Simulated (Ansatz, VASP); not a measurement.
## KMgF3 in VASP and in Ansatz

INCAR

```
SYSTEM = KMgF3
  PREC = Accurate
  ENCUT = 520
  EDIFF = 1E-6
  ISMEAR = 0
  SIGMA = 0.05
  LREAL = .False.
  LASPH = .True.
  NELM = 100
  ALGO = Fast
  ISIF = 2
  LWAVE = .False.
  LCHARG = .False.
  GGA = PS
  NBANDS = 24
```

Contents of KPOINTS:

```
regular mesh
0
Gamma
  6 6 6
  0 0 0
```

POSCAR

```
KMgF3
1.0
    3.9859000000      0.0000000000      0.0000000000
    0.0000000000      3.9859000000      0.0000000000
    0.0000000000      0.0000000000      3.9859000000
K Mg F
1 1 3
Direct
    0.5000000000      0.5000000000      0.5000000000
    0.0000000000      0.0000000000      0.0219523821
    0.5000000000      0.0000000000      0.0000000000
    0.0000000000      0.5000000000      0.0000000000
    0.0000000000      0.0000000000      0.5000000000
```

Input for Ansatz:

```yaml
crystal:
  lattice:
    - [3.9859, 0.0, 0.0]
    - [0.0, 3.9859, 0.0]
    - [0.0, 0.0, 3.9859]
  atoms:
    - { symbol: K, position: [0.5, 0.5, 0.5] }
    - { symbol: Mg, position: [0.0, 0.0, 0.0219523821] }
    - { symbol: F, position: [0.5, 0.0, 0.0] }
    - { symbol: F, position: [0.0, 0.5, 0.0] }
    - { symbol: F, position: [0.0, 0.0, 0.5] }
basis:
  ecutwfc: 420
kpoints:
  mp_grid: { grid: [6, 6, 6] }
hamiltonian:
  xc: pbesol
scf:
  occupations: { method: gaussian, width: 0.05 }
output:
  forces: true
  stress: true
  eigenvalues: true
```

Change from the starting cell: all Mg atoms moved +0.087 Å, as atom 2 along Cartesian [0 0 1].

Alike in both runs: task single point; functional PBEsol; k mesh 6 × 6 × 6; occupations gaussian, width 0.05 eV; no spin polarisation.

```csv
,VASP,Ansatz
version,VASP 6.6.1,Ansatz 0.2.0
potentials or method,"VASP PAW PBE potentials, release 64 (K_sv, Mg, F)","scalar-relativistic, plane waves, PAW"
plane-wave cutoff (eV),520,420
valence electrons in the cell,32,40
```

VASP gave:

- gap on the k mesh at the Fermi level (eV): 7.11
- least direct gap on the mesh (eV): 7.45
- pressure (GPa): 0.2
- largest component of the traceless stress (GPa): 0.70
- rms of the force components (eV/Å): 0.272

Question: Which values does Ansatz return?

Answer: gap on the k mesh at the Fermi level (eV): 7.14; least direct gap on the mesh (eV): 7.47; pressure (GPa): 0.6; largest component of the traceless stress (GPa): 0.69; rms of the force components (eV/Å): 0.269.

Atom by atom the forces differ by 0.003 eV/Å (rms over components). The two sets of potentials don't hold the same shells in valence.

Caveats: the PAW data sets were made with another functional, which shifts forces and pressure a little (VASP). A k mesh can miss the band edges.
